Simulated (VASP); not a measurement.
# Co: energy at fixed spin moment

Co, P-3m1 (no. 164), 2 atoms in the cell. PBE, fixed spin moment; PAW potentials Co (PBE set).

Volume against the source cell: 1.

## Input

INCAR.step1:
```
ALGO     = Normal         # electronic algorithm
EDIFF    = 1E-7           # SCF threshold, eV
ENCUT    = 450            # plane-wave cutoff, eV
GGA      = PE             # functional
ISIF     = 2              # what is computed and relaxed
ISMEAR   = 1              # smearing method
ISPIN    = 2              # spin polarisation
LASPH    = True           # aspherical terms in the spheres
LCHARG   = False          # write CHGCAR
LMAXMIX  = 4              # l up to which the mixer works
LORBIT   = 11             # projections on sites
LREAL    = False          # projectors in reciprocal space
LWAVE    = False          # write WAVECAR
MAGMOM   = 0 0            # initial moments
NELM     = 200            # most SCF steps
NUPDOWN  = 0.0            # fixed moment
PREC     = Accurate       # precision mode
SIGMA    = 0.1            # smearing width, eV
```

INCAR.step2, as INCAR.step1 but for:
```
- MAGMOM = 0 0
- NUPDOWN = 0.0
+ MAGMOM = 0.325 0.325
+ NUPDOWN = 0.65
```

INCAR.step3 to INCAR.step9 change the same tags again: MAGMOM = 0.65 0.65, 0.975 0.975, 1.3 1.3, 1.625 1.625, 1.95 1.95, 2.275 2.275, 2.6 2.6; NUPDOWN = 1.3, 1.95, 2.6, 3.25, 3.9, 4.55, 5.2.

INCAR.step10, as INCAR.step9 but for:
```
- NUPDOWN = 5.2
```

KPOINTS:
```
k-points
0
Gamma
  19 19 10
```

POSCAR:
```
Co
1.0
    2.4873648738      0.0000000000      0.0000000000
   -1.2436824369      2.1541211692      0.0000000000
    0.0000000000      0.0000000000      4.0632895034
Co
2
Direct
    0.3333333333      0.6666666667      0.7401390000
    0.6666666667      0.3333333333      0.2598610000
```

Commands (each step's output is kept before the next begins):
```
cat potpaw_PBE.64/Co/POTCAR > POTCAR
cp INCAR.step1 INCAR
mpirun -np 4 vasp_std > vasp.out
rm WAVECAR CHG
cp INCAR.step2 INCAR
mpirun -np 4 vasp_std > vasp.out
rm WAVECAR CHG
cp INCAR.step3 INCAR
mpirun -np 4 vasp_std > vasp.out
rm WAVECAR CHG
cp INCAR.step4 INCAR
mpirun -np 4 vasp_std > vasp.out
rm WAVECAR CHG
cp INCAR.step5 INCAR
mpirun -np 4 vasp_std > vasp.out
rm WAVECAR CHG
cp INCAR.step6 INCAR
mpirun -np 4 vasp_std > vasp.out
rm WAVECAR CHG
cp INCAR.step7 INCAR
mpirun -np 4 vasp_std > vasp.out
rm WAVECAR CHG
cp INCAR.step8 INCAR
mpirun -np 4 vasp_std > vasp.out
rm WAVECAR CHG
cp INCAR.step9 INCAR
mpirun -np 4 vasp_std > vasp.out
rm WAVECAR CHG
cp INCAR.step10 INCAR
mpirun -np 4 vasp_std > vasp.out
```

## Result

- Moment at the minimum, by a parabola in the squared moment through the lowest point and its neighbours (muB per cell): 3.23
- Energy there by the same parabola, against the smallest moment (meV/atom): -243.2
- Moment left free (muB per cell): 3.25

Energy at fixed total moment:

| Moment (muB per cell) | Energy (meV/atom) | Pressure (GPa) |
|---|---|---|
| 0.00 | 0.0 | -11.8 |
| 0.65 | -14.2 | -11.4 |
| 1.30 | -53.4 | -10.1 |
| 1.95 | -112.3 | -7.9 |
| 2.60 | -186.5 | -4.7 |
| 3.25 | -243.1 | -0.3 |
| 3.90 | -147.8 | 6.1 |
| 4.55 | 147.2 | 14.7 |
| 5.20 | 662.4 | 25.8 |

VASP 6.6.1 took 299 s on 4 cores (Intel Xeon 6975P-C (Granite Rapids)), a shared host.
